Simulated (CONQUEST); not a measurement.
FePt (Tetraferroplatinum):

```
CELL_PARAMETERS angstrom
2.72350 0.00000 0.00000
0.00000 2.72350 0.00000
0.00000 0.00000 3.72000
ATOMIC_POSITIONS crystal
Pt 0.50000 0.50000 0.50000
Fe 0.00000 0.00000 0.00000
```

| Quantity | Value |
| --- | --- |
| Program | CONQUEST 1.3 |
| Task | single point |
| Functional | PBE |
| Potentials or basis | PseudoDojo NC PBE, DZP, grid cutoff 150 Ha |
| k mesh | 10 × 10 × 7 |
| Occupations | fermi-dirac, width 0.05 eV |
| Spin | collinear spin, ferromagnetic start |
| Starting moments | [0.0, 3.0] μB |

On this cell: pressure 6.1 GPa; largest force under 0.003 eV/Å; net moment 3.36 μB per cell; site moments Pt +0.29; Fe +3.07 μB; band gap on the k mesh none (metal or under the smearing width).

The same run follows on a disturbed copy (atoms moved at random, drawn with an rms of 0.05 Å):

```
CELL_PARAMETERS angstrom
2.72350 0.00000 0.00000
0.00000 2.72350 0.00000
0.00000 0.00000 3.72000
ATOMIC_POSITIONS crystal
Pt 0.49727 0.49659 0.49781
Fe 0.01900 0.99122 0.98842
```

Task: What changes?

Result: The energy (extrapolated to zero smearing) moves by +8.5 meV/atom; pressure 6.4 GPa; largest force 0.482 eV/Å; net moment 3.36 μB per cell; site moments Pt +0.30; Fe +3.07 μB; band gap on the k mesh none (metal or under the smearing width).

Forces in eV/Å, atoms in the order of the input:
```
Pt   0.289 -0.074 -0.379
Fe  -0.271  0.104  0.382
```

Stress tensor (GPa, compression positive):
```
 6.68 -0.13 -0.39
-0.13  6.74  0.11
-0.39  0.11  5.82
```

The forces don't sum to zero, so they hold noise of the program's grid.

Caveats: moments can come out somewhat high in this basis; the basis of atomic orbitals isn't converged, which shifts pressures, moduli and gaps.
